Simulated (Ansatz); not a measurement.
Ni: single point with PBEsol+D3(BJ)+U

The system is Ni.

```xyz
1
Lattice="2.4476 0.0000 0.0000 1.1557 2.1187 0.0000 1.1786 0.7224 2.0233" Properties=species:S:1:pos:R:3 pbc="T T T"
Ni   -0.0081   -0.0067    0.0254
```

The cell isn't the ideal one: cell strained at random at fixed volume.

```
Program                  : Ansatz 0.2.0
Task                     : single point
Functional               : PBEsol
Dispersion               : D3(BJ)
Potentials or basis      : all-electron LAPW, scalar-relativistic
Cutoff                   : 334 eV (chosen from the basis error)
Basis error allowed      : 0.001 eV/atom
k mesh                   : 9 × 9 × 9
Occupations              : gaussian, width 0.05 eV
Spin                     : collinear spin, random start
Starting moments         : [0.09] μB
Hubbard terms            : Ni d U = 4 eV
Start of the occupations : random
Double counting          : fll
Hubbard projectors       : ortho-atomic
```

The pressure is -5.8 GPa. The band gap on the k mesh is none (metal or under the smearing width) and the net moment is 0.62 μB per cell. The absolute moment is 0.76 μB per cell and the site moments are Ni +0.66 μB.

Stress tensor (GPa, compression positive):
```
-5.45  3.44  0.61
 3.44 -3.81  0.14
 0.61  0.14 -8.23
```

Levels at points of the mesh, in eV from the Fermi level:
Spin up:
```
           k point  band 6  band 7  band 8  band 9  band 10  band 11  band 12  band 13
(0.00, 0.00, 0.00)   -3.81   -3.32   -3.09   -2.05    -1.98    24.20    27.68    28.53
```
Spin down:
```tsv
k point	band 6	band 7	band 8	band 9	band 10	band 11	band 12	band 13
(0.00, 0.00, 0.00)	-2.09	-2.03	-1.47	-1.30	-1.05	23.99	27.63	28.46
```

Run time: 92 s on 2 threads of Intel(R) Xeon(R) 6975P-C (Granite Rapids), on a shared host, peak memory 0.69 GiB.

Caveat: the k mesh is thin for a metal, which can move the energy by tens of meV per atom; the magnetic state may not be the lowest; the typed start of the occupations wasn't kept; U is the effective U less J, on atomic orbitals that reach past the spheres; pairwise dispersion overbinds metals, which lowers pressure and volume; the U is typed as a test and isn't derived for this compound. The state reached can hang on the start; a lower one may exist.
